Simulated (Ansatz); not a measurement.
# InAs (Fm-3m) in Ansatz: further runs

Runs on InAs. Level: PBE. Tasks: single point.

All numbers are computed with Ansatz 0.2.0; they aren't measurements. Logs are shortened: lines on timing, memory, paths and dates and some standing lists are left out, and cuts for length are marked.

**1. The crystal as given**

Symmetry: Fm-3m, No. 225, cubic system. The conventional cell has a = 5.755 Å, b = 5.755 Å, c = 5.755 Å, α = 90.00°, β = 90.00°, γ = 90.00°. Around In (site symmetry m-3m) lie 6 As at 2.88 Å. As (site symmetry m-3m) has 6 In at 2.88 Å as nearest neighbours.

Measurements of this composition are mostly on another form, of space group No. 216.

**2. Single point, PBE**

input.yaml reads:

```yaml
crystal:
  lattice:
    - [0.0, 2.877304, 2.877304]
    - [2.877304, 0.0, 2.877304]
    - [2.877304, 2.877304, 0.0]
  atoms:
    - { symbol: In, position: [0.5, 0.5, 0.5] }
    - { symbol: As, position: [0.0, 0.0, 0.0] }
hamiltonian:
  xc: pbe
  pseudopotentials: { kind: paw }
kpoints:
  mp_grid: { grid: [8, 8, 8] }
scf:
  occupations: { method: gaussian, width: 0.021 }
output:
  forces: true
  stress: true
  eigenvalues: true
  write_density: true
  write_potential: true
  elf: true
  volumetric_format: npy
```

Potentials or basis: Ansatz PAW.

Command:

```sh
ansatz run input.yaml --threads 2 --pin off --max-ram 5632MiB --backend cpu --events-out ev --progress --plain --runs-dir out
```

The program printed:

```text
Warning: RAYON_NUM_THREADS=2 ignored (pool sized by the plan → 2); use --threads N
Engine: ansatz 0.2.0, x86_64-unknown-linux-gnu
Pseudopotentials: kind: paw
Pseudopotential: In, paw, valence charge 13, recommended cutoff 420 eV (normal), In.paw.azcp
Pseudopotential: As, paw, valence charge 15, recommended cutoff 420 eV (normal), As.paw.azcp
Functional definition: PBE
  parameter kappa = 0.804
  parameter beta = 0.06672455060314922
  exchange = pbe_x(kappa = kappa, mu = beta*pi^2/3)
  correlation = pbe_c(beta = beta)
Crystal: 2 atoms, lattice volume = 47.642 Å³
Basis set: ecut = 420 eV, 941 PW (Γ), exchange–correlation on 60×60×60 points (8 copies of the dense FFT grid, shifted against one another)
Bands: 18, of which v1, the nominal top of the filled ones, is band 14 counted from 1 (13 counted from 0)
Symmetry: 48 space group operations
Space group: Fm-3m (ITA 225), of the structure as read, at distance tolerance 3.6e-5 Å
k-points: 29 of 512
Non-local potential: In, projectors of the file, l = 0: 2, l = 1: 2, l = 2: 2, l = 3: 2
Non-local potential: As, projectors of the file, l = 0: 2, l = 1: 2, l = 2: 3, l = 3: 1
PAW form: soft (Blöchl's): semilocal exchange-correlation on the pseudo side does not see the compensation charge
PAW one-centre angular grid: In, 590 points (default); XC on 64 Gauss nodes
PAW one-centre angular grid: As, 590 points (default); XC on 64 Gauss nodes
Initial density: superposition of atomic densities (neutral atoms: chi_scale 0, normalization atom), corrected by the library's trained network
Initial wavefunctions: pseudopotential atomic-orbital guess
Functional: x = pbe(κ = 0.804, μ = 0.2195149727645171), c = pbe(β = 0.06672455060314922)
SCF iter   1: F=—  HF=-10454.068343 eV  |F-HF|=—  |Δ(HF+E_count)|=         —  Δρ=3.23e-3  dr2=1.08e-2  ethr=1.77e-3  ⟨swp⟩=6.2  Hψ=2452  notcnv=0
preconditioner: auto → none  [insulator: Δε(μ)=0.119 eV  Ē_g=14.667 eV  σ=0.021 eV  W_gap=0.92  n_scr=14 (ndim 8)  ℏωp=22.8 eV  f_vac=0.001  D(μ)=0.97/eV (n_scr^D=8)  ε∞_Penn≈3.4]
SCF iter   2: F=—  HF=-10454.063683 eV  |F-HF|=—  |Δ(HF+E_count)|=   4.66e-3  Δρ=1.24e-3  dr2=5.31e-4  ethr=3.86e-5  ⟨swp⟩=3.4  Hψ=1124  notcnv=0  defer=3
SCF iter   3: F=—  HF=-10454.063520 eV  |F-HF|=—  |Δ(HF+E_count)|=   1.63e-4  Δρ=3.66e-4  dr2=5.52e-5  ethr=1.90e-6  ⟨swp⟩=2.1  Hψ=927  notcnv=0  defer=3
SCF iter   4: F=—  HF=-10454.063541 eV  |F-HF|=—  |Δ(HF+E_count)|=   2.06e-5  Δρ=1.23e-4  dr2=5.11e-6  ethr=1.97e-7  ⟨swp⟩=2.0  Hψ=607  notcnv=0  defer=3
SCF iter   5: F=—  HF=-10454.063546 eV  |F-HF|=—  |Δ(HF+E_count)|=   5.18e-6  Δρ=3.24e-5  dr2=3.95e-7  ethr=1.83e-8  ⟨swp⟩=2.0  Hψ=925  notcnv=0  defer=3
SCF iter   6: F=-10454.063546 eV  HF=-10454.063546 eV  |F-HF|=1.51e-9  |Δ(HF+E_count)|=   8.60e-9  Δρ=3.38e-6  dr2=5.84e-9  ethr=3.57e-10  ⟨swp⟩=9.3  Hψ=3684  notcnv=0
SCF 1 converged in 6 iterations: F = -10454.063546 eV  dr2 = 5.84e-9
SCF converged after 6 iterations
Free energy (F): -10454.063546 eV
Harris-Foulkes:  -10454.063546 eV  (|F-HF|=1.51e-9)
Internal energy: -10454.063332 eV  (E = F + TS)
E sigma→0 (E₀):  -10454.063439 eV
Entropy (-TS):   -0.000213 eV (-0.107 meV/atom)
Fermi energy:    9.821595 eV
--- Per-component energies (eV) ---
  E_band       = -257.648964
  E_kinetic    = 344.766712
  E_local      = -2788.836688  (includes V_loc(G=0)·N_el)
  E_nonlocal   = -303.749356
  E_hartree    = 1369.293662
  E_xc         = -294.331683
  E_vxc        = -178.284998  (∫ρ·V_xc dr)
  E_paw        = -5989.371865  (= ΣΔE_a)
  E_vpaw       = -70.136473  (= ΣTr[D̂ρ^β])
  E_aug_tail   = 0.000034  (compensation charges beyond the density's cutoff)
  E_ewald      = -2791.834149
  E_smearing   = -0.000213  (= −TS)
  E_closure    = 0.000000  (closes the sum)
  Σ components = -10454.063546   (vs F -10454.063546, Δ=0.00e0)
--- Forces (eV/Å), atoms counted from 1 ---
  atom   1  In     0.00000000    -0.00000000    -0.00000000
  atom   2  As    -0.00000000    -0.00000000    -0.00000000
  max |Σ_I F_I| component: 8.25e-29 eV/Å
--- Stress (GPa, compression-positive) ---
       -0.037000       0.000000       0.000000
        0.000000      -0.037000      -0.000000
        0.000000       0.000000      -0.037000
  P = ⅓ Tr σ = -0.0370 GPa (-0.370 kbar)
--- Band table (eV; the first three rows and the last of 29) ---
  k-point 0: bands = ["-25.3587", "-25.3587", "-25.3529", "-25.3529", "-25.3529", "-4.4768", "-4.4768", "-4.4572", "-4.4572", "-4.4572", "-2.2987", "9.1441", "9.5999", "9.5999", "9.5999", "17.0075", "17.0075", "17.0075"]
  k-point 1: bands = ["-25.3586", "-25.3586", "-25.3528", "-25.3528", "-25.3528", "-4.4832", "-4.4832", "-4.4575", "-4.4504", "-4.4504", "-2.1315", "7.4335", "9.6273", "9.6273", "11.0398", "15.7870", "16.0808", "16.0808"]
  k-point 2: bands = ["-25.3585", "-25.3585", "-25.3527", "-25.3525", "-25.3525", "-4.5012", "-4.5012", "-4.4592", "-4.4311", "-4.4311", "-1.6579", "5.5514", "9.7244", "9.7244", "11.9362", "14.6068", "14.6068", "14.8279"]
  k-point 28: bands = ["-25.3588", "-25.3581", "-25.3524", "-25.3524", "-25.3515", "-4.6714", "-4.4856", "-4.4398", "-4.4398", "-4.3790", "0.2324", "5.0833", "6.1189", "6.1189", "11.9890", "13.8971", "16.6396", "16.6396"]
```

Run time: 0.39 s. Hardware: 2 threads of AMD EPYC 9R45 (Zen 5), shared host; peak memory 0.4 GiB.

Results:

```yaml
Free_energy: -10454.0635 eV
Pressure: 0.0 GPa
Band_gap_on_the_k_mesh: none (metal or under the smearing width)
```

**3. Single point, PBE**

input.yaml, as its differences from that of step 2:

```diff
@@ -14,3 +14,3 @@
 scf:
-  occupations: { method: gaussian, width: 0.021 }
+  occupations: { method: gaussian, width: 0.022 }
 output:
@@ -19,5 +19 @@
   eigenvalues: true
-  write_density: true
-  write_potential: true
-  elf: true
-  volumetric_format: npy
```

Potentials or basis: Ansatz PAW.

Command:

```sh
ansatz run input.yaml --threads 2 --pin off --max-ram 5632MiB --backend cpu --events-out ev --progress --plain --runs-dir out
```

The program printed:

```text
Warning: RAYON_NUM_THREADS=2 ignored (pool sized by the plan → 2); use --threads N
[... 9 set-up lines as earlier in the session ...]
Crystal: 2 atoms, lattice volume = 47.642 Å³
Basis set: ecut = 420 eV, 941 PW (Γ), exchange–correlation on 60×60×60 points (8 copies of the dense FFT grid, shifted against one another)
Bands: 18, of which v1, the nominal top of the filled ones, is band 14 counted from 1 (13 counted from 0)
[... 2 set-up lines as earlier in the session ...]
k-points: 29 of 512
[... 8 set-up lines as earlier in the session ...]
SCF iter   1: F=—  HF=-10454.068347 eV  |F-HF|=—  |Δ(HF+E_count)|=         —  Δρ=3.23e-3  dr2=1.08e-2  ethr=1.77e-3  ⟨swp⟩=6.2  Hψ=2456  notcnv=0
preconditioner: auto → none  [insulator: Δε(μ)=0.119 eV  Ē_g=14.667 eV  σ=0.022 eV  W_gap=0.92  n_scr=14 (ndim 8)  ℏωp=22.8 eV  f_vac=0.001  D(μ)=0.92/eV (n_scr^D=0)  ε∞_Penn≈3.4]
SCF iter   2: F=—  HF=-10454.063695 eV  |F-HF|=—  |Δ(HF+E_count)|=   4.65e-3  Δρ=1.24e-3  dr2=5.33e-4  ethr=3.86e-5  ⟨swp⟩=3.4  Hψ=1112  notcnv=0  defer=3
SCF iter   3: F=—  HF=-10454.063533 eV  |F-HF|=—  |Δ(HF+E_count)|=   1.62e-4  Δρ=3.67e-4  dr2=5.54e-5  ethr=1.90e-6  ⟨swp⟩=2.1  Hψ=922  notcnv=0  defer=3
SCF iter   4: F=—  HF=-10454.063551 eV  |F-HF|=—  |Δ(HF+E_count)|=   1.82e-5  Δρ=1.23e-4  dr2=5.09e-6  ethr=1.98e-7  ⟨swp⟩=2.0  Hψ=607  notcnv=0  defer=3
SCF iter   5: F=—  HF=-10454.063556 eV  |F-HF|=—  |Δ(HF+E_count)|=   5.18e-6  Δρ=3.24e-5  dr2=3.96e-7  ethr=1.82e-8  ⟨swp⟩=2.0  Hψ=925  notcnv=0  defer=3
SCF iter   6: F=-10454.063556 eV  HF=-10454.063556 eV  |F-HF|=1.67e-9  |Δ(HF+E_count)|=   1.15e-8  Δρ=3.42e-6  dr2=5.93e-9  ethr=3.57e-10  ⟨swp⟩=6.0  Hψ=2350  notcnv=0
SCF 1 converged in 6 iterations: F = -10454.063556 eV  dr2 = 5.93e-9
SCF converged after 6 iterations
Free energy (F): -10454.063556 eV
Harris-Foulkes:  -10454.063556 eV  (|F-HF|=1.67e-9)
Internal energy: -10454.063332 eV  (E = F + TS)
E sigma→0 (E₀):  -10454.063444 eV
Entropy (-TS):   -0.000224 eV (-0.112 meV/atom)
Fermi energy:    9.820616 eV
--- Per-component energies (eV) ---
  E_band       = -257.648922
  E_kinetic    = 344.766718
  E_local      = -2788.836657  (includes V_loc(G=0)·N_el)
  E_nonlocal   = -303.749359
  E_hartree    = 1369.293637
  E_xc         = -294.331686
  E_vxc        = -178.285001  (∫ρ·V_xc dr)
  E_paw        = -5989.371871  (= ΣΔE_a)
  E_vpaw       = -70.136461  (= ΣTr[D̂ρ^β])
  E_aug_tail   = 0.000034  (compensation charges beyond the density's cutoff)
  E_ewald      = -2791.834149
  E_smearing   = -0.000224  (= −TS)
  E_closure    = -0.000000  (closes the sum)
  Σ components = -10454.063556   (vs F -10454.063556, Δ=0.00e0)
--- Forces (eV/Å), atoms counted from 1 ---
  atom   1  In     0.00000000     0.00000000     0.00000000
  atom   2  As    -0.00000000     0.00000000     0.00000000
  max |Σ_I F_I| component: 5.16e-29 eV/Å
--- Stress (GPa, compression-positive) ---
       -0.036999       0.000000       0.000000
        0.000000      -0.036999       0.000000
        0.000000      -0.000000      -0.036999
  P = ⅓ Tr σ = -0.0370 GPa (-0.370 kbar)
--- Band table (eV; the first three rows and the last of 29) ---
  k-point 0: bands = ["-25.3587", "-25.3587", "-25.3529", "-25.3529", "-25.3529", "-4.4768", "-4.4768", "-4.4572", "-4.4572", "-4.4572", "-2.2987", "9.1441", "9.5999", "9.5999", "9.5999", "17.0075", "17.0075", "17.0075"]
  k-point 1: bands = ["-25.3586", "-25.3586", "-25.3528", "-25.3528", "-25.3528", "-4.4832", "-4.4832", "-4.4575", "-4.4504", "-4.4504", "-2.1315", "7.4335", "9.6273", "9.6273", "11.0398", "15.7870", "16.0808", "16.0808"]
  k-point 2: bands = ["-25.3585", "-25.3585", "-25.3527", "-25.3525", "-25.3525", "-4.5012", "-4.5012", "-4.4592", "-4.4311", "-4.4311", "-1.6579", "5.5514", "9.7244", "9.7244", "11.9362", "14.6068", "14.6068", "14.8279"]
  k-point 28: bands = ["-25.3588", "-25.3581", "-25.3524", "-25.3524", "-25.3515", "-4.6714", "-4.4856", "-4.4398", "-4.4398", "-4.3790", "0.2324", "5.0833", "6.1189", "6.1189", "11.9890", "13.8971", "16.6396", "16.6396"]
```

It took 0.33 s on 2 threads of AMD EPYC 9R45 (Zen 5), shared host; peak memory 0.39 GiB.

Results:

- Free energy: -10454.0636 eV
- Pressure: 0.0 GPa
- Band gap on the k mesh: none (metal or under the smearing width)

**4. Single point, PBE**

input.yaml, as its differences from that of step 3:

```diff
@@ -14,3 +14,3 @@
 scf:
-  occupations: { method: gaussian, width: 0.022 }
+  occupations: { method: gaussian, width: 0.023 }
 output:
```

Command:

```sh
ansatz run input.yaml --threads 2 --pin off --max-ram 5632MiB --backend cpu --events-out ev --progress --plain --runs-dir out
```

It took 0.32 s on 2 threads of AMD EPYC 9R45 (Zen 5), shared host; peak memory 0.36 GiB.

Results (log left out):

* Free energy: -10454.0636 eV
* Pressure: 0.0 GPa
* Band gap on the k mesh: none (metal or under the smearing width)

Levels at points of the mesh, in eV from the Fermi level:
| k point | band 10 | band 11 | band 12 | band 13 | band 14 | band 15 | band 16 | band 17 | band 18 |
| --- | --- | --- | --- | --- | --- | --- | --- | --- | --- |
| (0.00, 0.00, 0.00) | -14.28 | -12.12 | -0.68 | -0.22 | -0.22 | -0.22 | 7.19 | 7.19 | 7.19 |
| (0.00, 0.00, -0.50) | -14.22 | -10.46 | -6.50 | 0.16 | 0.16 | 2.12 | 3.28 | 3.28 | 4.39 |
| (0.00, -0.50, -0.50) | -14.20 | -9.59 | -4.70 | -2.92 | -2.24 | -2.24 | 3.88 | 9.18 | 9.18 |

**5. Single point, PBE**

input.yaml, as its differences from that of step 4:

```diff
@@ -14,3 +14,3 @@
 scf:
-  occupations: { method: gaussian, width: 0.023 }
+  occupations: { method: gaussian, width: 0.024 }
 output:
```

Command:

```sh
ansatz run input.yaml --threads 2 --pin off --max-ram 5632MiB --backend cpu --events-out ev --progress --plain --runs-dir out
```

Run time: 0.33 s. Hardware: 2 threads of AMD EPYC 9R45 (Zen 5), shared host; peak memory 0.39 GiB.

It converged, with:

| Property | Result |
| --- | --- |
| Free energy | -10454.0636 eV |
| Pressure | 0.0 GPa |
| Band gap on the k mesh | none (metal or under the smearing width) |

Levels at points of the mesh, in eV from the Fermi level:
```csv
k point,band 10,band 11,band 12,band 13,band 14,band 15,band 16,band 17,band 18
"(0.00, 0.00, 0.00)",-14.28,-12.12,-0.67,-0.22,-0.22,-0.22,7.19,7.19,7.19
"(0.00, 0.00, -0.50)",-14.22,-10.46,-6.50,0.16,0.16,2.12,3.28,3.28,4.39
"(0.00, -0.50, -0.50)",-14.20,-9.59,-4.70,-2.92,-2.24,-2.24,3.88,9.18,9.18
```

**6. Single point, PBE**

input.yaml, as its differences from that of step 5:

```diff
@@ -14,3 +14,3 @@
 scf:
-  occupations: { method: gaussian, width: 0.024 }
+  occupations: { method: gaussian, width: 0.025 }
 output:
```

Potentials or basis: Ansatz PAW.

Command:

```sh
ansatz run input.yaml --threads 2 --pin off --max-ram 5632MiB --backend cpu --events-out ev --progress --plain --runs-dir out
```

The program printed:

```text
Warning: RAYON_NUM_THREADS=2 ignored (pool sized by the plan → 2); use --threads N
[... 9 set-up lines as earlier in the session ...]
Crystal: 2 atoms, lattice volume = 47.642 Å³
Basis set: ecut = 420 eV, 941 PW (Γ), exchange–correlation on 60×60×60 points (8 copies of the dense FFT grid, shifted against one another)
Bands: 18, of which v1, the nominal top of the filled ones, is band 14 counted from 1 (13 counted from 0)
[... 2 set-up lines as earlier in the session ...]
k-points: 29 of 512
[... 8 set-up lines as earlier in the session ...]
SCF iter   1: F=—  HF=-10454.068365 eV  |F-HF|=—  |Δ(HF+E_count)|=         —  Δρ=3.24e-3  dr2=1.08e-2  ethr=1.77e-3  ⟨swp⟩=6.2  Hψ=2471  notcnv=0
preconditioner: auto → none  [insulator: Δε(μ)=0.119 eV  Ē_g=14.667 eV  σ=0.025 eV  W_gap=0.92  n_scr=14 (ndim 8)  ℏωp=22.8 eV  f_vac=0.001  D(μ)=0.81/eV (n_scr^D=0)  ε∞_Penn≈3.4]
SCF iter   2: F=—  HF=-10454.063729 eV  |F-HF|=—  |Δ(HF+E_count)|=   4.64e-3  Δρ=1.24e-3  dr2=5.40e-4  ethr=3.87e-5  ⟨swp⟩=3.3  Hψ=1088  notcnv=0  defer=3
SCF iter   3: F=—  HF=-10454.063562 eV  |F-HF|=—  |Δ(HF+E_count)|=   1.67e-4  Δρ=3.69e-4  dr2=5.59e-5  ethr=1.93e-6  ⟨swp⟩=2.1  Hψ=915  notcnv=0  defer=3
SCF iter   4: F=—  HF=-10454.063582 eV  |F-HF|=—  |Δ(HF+E_count)|=   1.97e-5  Δρ=1.22e-4  dr2=5.02e-6  ethr=2.00e-7  ⟨swp⟩=2.0  Hψ=609  notcnv=0  defer=3
SCF iter   5: F=—  HF=-10454.063587 eV  |F-HF|=—  |Δ(HF+E_count)|=   5.16e-6  Δρ=3.25e-5  dr2=3.98e-7  ethr=1.79e-8  ⟨swp⟩=2.0  Hψ=925  notcnv=0  defer=3
SCF iter   6: F=-10454.063587 eV  HF=-10454.063587 eV  |F-HF|=1.95e-9  |Δ(HF+E_count)|=   1.72e-8  Δρ=3.52e-6  dr2=6.16e-9  ethr=3.57e-10  ⟨swp⟩=6.0  Hψ=2359  notcnv=0
SCF 1 converged in 6 iterations: F = -10454.063587 eV  dr2 = 6.16e-9
SCF converged after 6 iterations
Free energy (F): -10454.063587 eV
Harris-Foulkes:  -10454.063587 eV  (|F-HF|=1.95e-9)
Internal energy: -10454.063332 eV  (E = F + TS)
E sigma→0 (E₀):  -10454.063459 eV
Entropy (-TS):   -0.000254 eV (-0.127 meV/atom)
Fermi energy:    9.817679 eV
--- Per-component energies (eV) ---
  E_band       = -257.648839
  E_kinetic    = 344.766729
  E_local      = -2788.836599  (includes V_loc(G=0)·N_el)
  E_nonlocal   = -303.749381
  E_hartree    = 1369.293593
  E_xc         = -294.331688
  E_vxc        = -178.285005  (∫ρ·V_xc dr)
  E_paw        = -5989.371872  (= ΣΔE_a)
  E_vpaw       = -70.136450  (= ΣTr[D̂ρ^β])
  E_aug_tail   = 0.000034  (compensation charges beyond the density's cutoff)
  E_ewald      = -2791.834149
  E_smearing   = -0.000254  (= −TS)
  E_closure    = -0.000000  (closes the sum)
  Σ components = -10454.063587   (vs F -10454.063587, Δ=0.00e0)
--- Forces (eV/Å), atoms counted from 1 ---
  atom   1  In     0.00000000     0.00000000     0.00000000
  atom   2  As    -0.00000000     0.00000000    -0.00000000
  max |Σ_I F_I| component: 6.85e-29 eV/Å
--- Stress (GPa, compression-positive) ---
       -0.037001      -0.000000      -0.000000
       -0.000000      -0.037001       0.000000
       -0.000000       0.000000      -0.037001
  P = ⅓ Tr σ = -0.0370 GPa (-0.370 kbar)
--- Band table (eV; the first three rows and the last of 29) ---
  k-point 0: bands = ["-25.3587", "-25.3587", "-25.3529", "-25.3529", "-25.3529", "-4.4768", "-4.4768", "-4.4572", "-4.4572", "-4.4572", "-2.2987", "9.1441", "9.5999", "9.5999", "9.5999", "17.0075", "17.0075", "17.0075"]
  k-point 1: bands = ["-25.3586", "-25.3586", "-25.3528", "-25.3528", "-25.3528", "-4.4832", "-4.4832", "-4.4575", "-4.4504", "-4.4504", "-2.1315", "7.4335", "9.6273", "9.6273", "11.0398", "15.7870", "16.0808", "16.0808"]
  k-point 2: bands = ["-25.3585", "-25.3585", "-25.3527", "-25.3525", "-25.3525", "-4.5012", "-4.5012", "-4.4592", "-4.4311", "-4.4311", "-1.6579", "5.5514", "9.7244", "9.7244", "11.9362", "14.6068", "14.6068", "14.8279"]
  k-point 28: bands = ["-25.3588", "-25.3581", "-25.3524", "-25.3524", "-25.3515", "-4.6714", "-4.4856", "-4.4398", "-4.4398", "-4.3790", "0.2324", "5.0833", "6.1189", "6.1189", "11.9890", "13.8971", "16.6396", "16.6396"]
```

Wall time 0.34 s (2 threads of AMD EPYC 9R45 (Zen 5), shared host); peak memory 0.38 GiB.

Results:

```
Free energy            : -10454.0636 eV
Pressure               : 0.0 GPa
Band gap on the k mesh : none (metal or under the smearing width)
```

Levels at points of the mesh, in eV from the Fermi level:
```
             k point  band 10  band 11  band 12  band 13  band 14  band 15  band 16  band 17  band 18
  (0.00, 0.00, 0.00)   -14.27   -12.12    -0.67    -0.22    -0.22    -0.22     7.19     7.19     7.19
 (0.00, 0.00, -0.50)   -14.22   -10.46    -6.50     0.16     0.16     2.12     3.28     3.28     4.40
(0.00, -0.50, -0.50)   -14.20    -9.59    -4.70    -2.92    -2.24    -2.24     3.88     9.18     9.18
```

**7. Summary**

```csv
smearing,gap on the mesh (eV),pressure (GPa)
gaussian 0.021 eV,none,0.0
gaussian 0.022 eV,none,0.0
gaussian 0.023 eV,none,0.0
gaussian 0.024 eV,none,0.0
gaussian 0.025 eV,none,0.0
```

Alike in all rows: task single point; level PBE; potentials or basis Ansatz PAW; no spin polarisation; cell as given; k mesh 8 × 8 × 8; cutoff (eV) 420.

Every run on the cell as given and a fine mesh finds a metal.

Absolute energies hang on the potentials; compare differences alone.
